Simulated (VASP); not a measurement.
**BAs in VASP: relaxing the cell with several functionals**

One table from this session's results is given with a row withheld; the runs are named, their logs left out.

Code: VASP 6.6.1. PAW datasets, plane waves, zero pressure. Simulation only: spin-unpolarised, and no claim that this is the phase found in nature.

### The structure to begin with

The symmetry is Fm-3m (No. 225, cubic); conventional cell a = 4.317 Å, 10.06 Å³ an atom. B has 6 As at 2.16 Å; As has 6 B at 2.16 Å.

As a file:

```xyz
2
Lattice="0.0000 2.1586 2.1586 2.1586 0.0000 2.1586 2.1586 2.1586 0.0000" Properties=species:S:1:pos:R:3 pbc="T T T"
B     0.0000    0.0000    0.0000
As    2.1586    2.1586    2.1586
```

The first run:

The input, INCAR:

```
ENCUT = 600.000000
SIGMA = 0.020000
EDIFF = 1.00e-07
EDIFFG = -5.00e-03
GGA = PE
PREC = Accurate
IBRION = 2
ISIF = 3
ISMEAR = -1
NBANDS = 11
NELM = 120
NSW = 40
LASPH = .TRUE.
LCHARG = .FALSE.
LWAVE = .FALSE.
LREAL = .FALSE.
```

The input, KPOINTS:

```
KPOINTS created by Atomic Simulation Environment
0
Gamma
10 10 10
0 0 0
```

The input, POSCAR:

```
B  As
 1.0000000000000000
     0.0000000000000000    2.1586180000000001    2.1586180000000001
     2.1586180000000001    0.0000000000000000    2.1586180000000001
     2.1586180000000001    2.1586180000000001    0.0000000000000000
 B   As
   1   1
Cartesian
  0.0000000000000000  0.0000000000000000  0.0000000000000000
  2.1586180000000001  2.1586180000000001  2.1586180000000001
```

Potentials: the recommended PBE PAW datasets, 8 valence electrons in the neutral cell.

Started as:

```bash
> mpirun -np 1 vasp_std
```

Among the steps run: Relaxation with PBE; Relaxation with r2SCAN; PBEsol: cell and atoms; LDA: cell and atoms.

One of the session's tables, all rows but one given; the rest of the session is left out.

| level | a (Å) | volume (Å³/atom) |
| --- | --- | --- |
| PBE | 4.615 | 12.284 |
| r2SCAN | ? | ? |
| PBEsol | 4.584 | 12.041 |
| LDA | 4.556 | 11.820 |

**Question.** Estimate the row for r2SCAN.

**Answer.** a (Å): 4.612; volume (Å³/atom): 12.266. In the column «a (Å)» it lies between PBEsol (4.584) and PBE (4.615).

LDA gives the smallest cell and PBE the largest, 3.9 % apart in volume. LDA's volume lies 3.8 % below PBE's.
